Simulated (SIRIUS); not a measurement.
Crystal: WC.

```
W C
1.0
     0.00000    2.19268    2.19268
     2.19268    0.00000    2.19268
     2.19268    2.19268    0.00000
W C
1 1
Cartesian
  0.0000 0.0000 0.0000
  2.1927 2.1927 2.1927
```

Measurements of this composition are mostly on another form, of space group No. 187.

- Program: SIRIUS 7.10.0
- Task: single point
- Functional: PBE
- Potentials or basis: PseudoDojo 0.4.1 PBE standard (scalar relativistic)
- Cutoff: 1127 eV
- Density cutoff: 4507 eV
- k mesh: 10 × 10 × 10
- Occupations: fermi-dirac, width 0.05 eV
- Spin: no spin polarisation

On this cell: pressure -1.3 GPa; largest force zero by symmetry; band gap on the k mesh none (metal or under the smearing width).

The same run follows on a disturbed copy (atoms moved at random, drawn with an rms of 0.05 Å):

```
W C
1.0
     0.00000    2.19268    2.19268
     2.19268    0.00000    2.19268
     2.19268    2.19268    0.00000
W C
1 1
Direct
  0.98258 0.99518 0.00280
  0.51745 0.50594 0.48678
```

**Question.** What does the disturbed cell give?

**Answer.** The energy (extrapolated to zero smearing) moves by +19.9 meV/atom; pressure 0.6 GPa; largest force 0.731 eV/Å; band gap on the k mesh none (metal or under the smearing width).

Forces on the atoms (eV/Å):
```
W   -0.078  0.286  0.668
C    0.078 -0.285 -0.668
```

Stress tensor (GPa, compression positive):
```
-1.40 -0.02  0.00
-0.02 -0.57 -0.03
 0.00 -0.03  3.80
```
